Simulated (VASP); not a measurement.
The system is AlAs.

```
Al As
1.0
     0.00000    2.83790    2.83790
     2.83790    0.00000    2.83790
     2.83790    2.83790    0.00000
Al As
1 1
Cartesian
  0.0000 0.0000 0.0000
  1.4190 1.4190 1.4190
```

The cell is a database's computed one.

- Program: VASP 6.6.1
- Task: relaxation of cell and atoms
- Functional: RPBE
- Potentials or basis: VASP PAW PBE potentials, release 64 (Al, As)
- Cutoff: 600 eV
- k mesh: 8 × 8 × 8
- Occupations: gaussian, width 0.02 eV
- Spin: no spin polarisation

At the start: pressure 3.6 GPa; volume 22.86 Å³/atom.

Problem. Where does the relaxation end?

Solution. Over 3 steps the energy falls by 13.0 meV/atom and the volume is 24.05 Å³/atom (+5.2 %); space group F-43m (No. 216, to 0.05 Å).

The path:
| step | energy change (eV) | largest force (eV/Å) | pressure (GPa) | volume (Å³) |
| --- | --- | --- | --- | --- |
| 1 | 0.0000 | 0.0000 | 3.64 | 45.71 |
| 2 | -0.0210 | 0.0000 | -1.40 | 49.23 |
| 3 | -0.0260 | 0.0000 | 0.01 | 48.10 |

Final structure:
```
Al As
1.0
     0.00000    2.88658    2.88658
     2.88658    0.00000    2.88658
     2.88658    2.88658    0.00000
Al As
1 1
Direct
  0.00000 0.00000 0.00000
  0.25000 0.25000 0.25000
```

Caveat: the PAW data sets were made with another functional, which shifts forces and pressure a little.
